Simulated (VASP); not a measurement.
## KI: relaxation of the atoms with PBE

The system is KI.

```
K I
1.0
     0.00000    3.66488    3.66488
     3.66488    0.00000    3.66488
     3.66488    3.66488    0.00000
K I
1 1
Direct
  0.00000 0.00000 0.00000
  0.50000 0.50000 0.50000
```

The cell isn't the ideal one: a relaxed cell with its volume scaled by 1.06.

```json
{
 "Program": "VASP 6.6.1",
 "Task": "relaxation of the atoms",
 "Functional": "PBE",
 "Potentials or basis": "VASP PAW PBE potentials, release 64 (K_sv, I)",
 "Cutoff": "600 eV",
 "k mesh": "8 × 8 × 8",
 "Occupations": "gaussian, width 0.03 eV",
 "Spin": "no spin polarisation",
 "Further INCAR settings": "ALGO = Normal; EDIFF = 1e-07; IBRION = 2; EDIFFG = -0.01; NSW = 40"
}
```

- Pressure after relaxing: -0.5 GPa
- Band gap on the k mesh: 3.72 eV, direct

Final structure:
```cif
data_structure
_symmetry_space_group_name_H-M 'P 1'
_symmetry_Int_Tables_number 1
_cell_length_a 5.1829
_cell_length_b 5.1829
_cell_length_c 5.1829
_cell_angle_alpha 60.000
_cell_angle_beta 60.000
_cell_angle_gamma 60.000
_cell_volume 98.45
loop_
_atom_site_label
_atom_site_type_symbol
_atom_site_fract_x
_atom_site_fract_y
_atom_site_fract_z
_atom_site_occupancy
K1 K 0.00000 0.00000 0.00000 1
I1 I 0.50000 0.50000 0.50000 1
```

Levels at points of the mesh, in eV from the valence-band top:
| k point | band 6 | band 7 | band 8 | band 9 | band 10 | band 11 |
| --- | --- | --- | --- | --- | --- | --- |
| (0.00, 0.00, 0.00) | 0.00 | 0.00 | 0.00 | 3.72 | 6.52 | 6.52 |
| (0.50, 0.00, 0.00) | -1.09 | -0.26 | -0.26 | 5.40 | 7.34 | 7.91 |
| (0.50, 0.50, 0.00) | -0.84 | -0.31 | -0.31 | 5.09 | 5.51 | 7.96 |

Run time: 53 s on 1 thread of Intel(R) Xeon(R) Platinum 8488C (Sapphire Rapids), with other jobs on the host, peak memory 0.26 GiB.

Caveat: the relaxation stopped at its first step, so nothing moved; spin-orbit coupling is left out, which moves the levels of the heavy elements. A k mesh can miss the band edges.
